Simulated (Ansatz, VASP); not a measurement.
## SiO2 in VASP and in Ansatz

```
CELL_PARAMETERS angstrom
4.13020 0.00000 0.00000
0.00000 4.13020 0.00000
0.00000 0.00000 2.40580
ATOMIC_POSITIONS crystal
Si 0.50000 0.50000 0.50000
Si 0.00000 0.00000 0.00000
O 0.69443 0.69443 0.00000
O 0.19443 0.80557 0.50000
O 0.30557 0.30557 0.00000
O 0.80557 0.19443 0.50000
```

Alike in both runs: task single point; functional LDA; k mesh 6 × 6 × 8; occupations gaussian, width 0.05 eV; no spin polarisation.

|  | VASP | Ansatz |
| --- | --- | --- |
| version | VASP 6.6.1 | Ansatz 0.2.0 |
| potentials or method | VASP PAW LDA potentials, release 64 (Si, O) | scalar-relativistic, plane waves, PAW |
| plane-wave cutoff (eV) | 520 | 520 |
| valence electrons in the cell | 32 | 32 |

```csv
,VASP,Ansatz,Ansatz less VASP
gap on the k mesh at the Fermi level (eV),8.09,8.10,+0.009
least direct gap on the mesh (eV),8.09,8.10,+0.009
rms of the force components (eV/Å),0.400,0.356,-0.0443
```

Atom by atom the forces differ by 0.044 eV/Å (rms over components). Ansatz warned: «pseudo_functional_mismatch».

 A k mesh can miss the band edges.
